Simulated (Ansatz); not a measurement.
**Pressure against volume: CuCl**

```
Cu Cl
1.0
     0.00000    2.71010    2.71010
     2.71010    0.00000    2.71010
     2.71010    2.71010    0.00000
Cu Cl
1 1
Direct
  0.00000 0.00000 0.00000
  0.75000 0.75000 0.75000
```

The cell is COD entry 9013925, as deposited and not checked against the literature; nothing was relaxed.

Levels of theory: DFT, PBE, all-electron LAPW, scalar-relativistic (Ansatz 0.2.0); DFT, PBE, PAW with Ansatz's default frozen-core files, scalar-relativistic (Ansatz 0.2.0).

For LAPW: a Γ-centred 13×13×13 k mesh, Fermi–Dirac smearing of 0.05 eV, basis error target 0.25 meV/atom, no spin polarisation. PAW takes a cutoff of 420 eV at this cell. The Ansatz runs share mesh, smearing and spin set-up. Plane-wave (PAW) pressures include the program's estimate of the Pulay term.

The cell above is scaled evenly, with fractional coordinates and shape held.

Question: Estimate the equilibrium volume and bulk modulus that all-electron LAPW gives for this fixed shape.

Answer: V0 = 19.96 Å³/atom, B0 = 49 GPa, B0′ = 5.1, from a third-order Birch–Murnaghan fit to these pressures:
| V/V(cell) | V (Å³/atom) | P, LAPW (GPa) | P, PAW (GPa) | gap on the k mesh, LAPW (eV) |
| --- | --- | --- | --- | --- |
| 0.9405 | 18.720 | 3.68 | 3.64 | 0.65 |
| 0.9700 | 19.308 | 1.76 | 1.73 | 0.59 |
| 1.0000 | 19.905 | 0.14 | 0.10 | 0.53 |
| 1.0300 | 20.502 | -1.21 | -1.24 | 0.48 |
| 1.0600 | 21.099 | -2.34 | -2.37 | 0.43 |

PAW's V0 lies -0.07 % from the all-electron value and its B0 0.2 %. Symmetry fixes shape and coordinates here, so this is the relaxed modulus.
